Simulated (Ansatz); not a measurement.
The system is Al2O3.

```
Al O
1.0
     2.88432    0.00000    0.00000
    -1.44216    2.49790    0.00000
     0.00000    0.00000    9.33675
Al O
2 3
Direct
  0.00000 0.00000 0.85001
  0.00000 0.00000 0.14999
  0.33333 0.66667 0.77768
  0.66667 0.33333 0.00000
  0.33333 0.66667 0.22232
```

Measurements of this composition are mostly on another form, of space group No. 167.

```yaml
Program: Ansatz 0.2.0
Task: relaxation of cell and atoms
Functional: LDA
Potentials_or_basis: Ansatz PAW
Cutoff: "420 eV (not typed: the program's choice for these potentials)"
k_mesh: 11 × 11 × 3
Occupations: fermi-dirac, width 0.05 eV
Spin: no spin polarisation
```

At the start: volume 13.45 Å³/atom.

Problem. How do energy, volume and symmetry change on relaxing?

Solution. It ends after 9 steps and the volume is 13.04 Å³/atom (-3.1 %); space group P-6m2 (No. 187, to 0.05 Å).

The path:
```
step  energy change (eV)  largest force (eV/Å)  volume (Å³)
   1              0.0000                0.5250        67.27
   2             -0.0552                0.3442        66.17
   3             -0.0817                0.0755        64.82
   4             -0.0809                0.0316        65.16
   5             -0.0795                0.0179        65.49
   6             -0.0798                0.0010        65.42
   7             -0.0731                0.0020        65.42
   8             -0.0743                0.0007        65.18
   9             -0.0731                0.0009        65.18
```

Final structure:
```
Al O
1.0
     2.83805    0.00000    0.00000
    -1.41903    2.45783    0.00000
     0.00000    0.00000    9.34469
Al O
2 3
Cartesian
  0.0000 0.0000 7.9721
  0.0000 0.0000 1.3726
  0.0000 1.6386 7.3046
  1.4190 0.8193 0.0000
  0.0000 1.6386 2.0401
```

Caveat: the plane-wave basis is chosen anew once the cell has moved, so the energies of steps on either side of that aren't comparable; the pressure holds a Pulay correction of +0.7 GPa for the finite cutoff; the PAW data sets come from PBE, with cores solved anew for the run's functional, which leaves a small shift of forces and pressure.
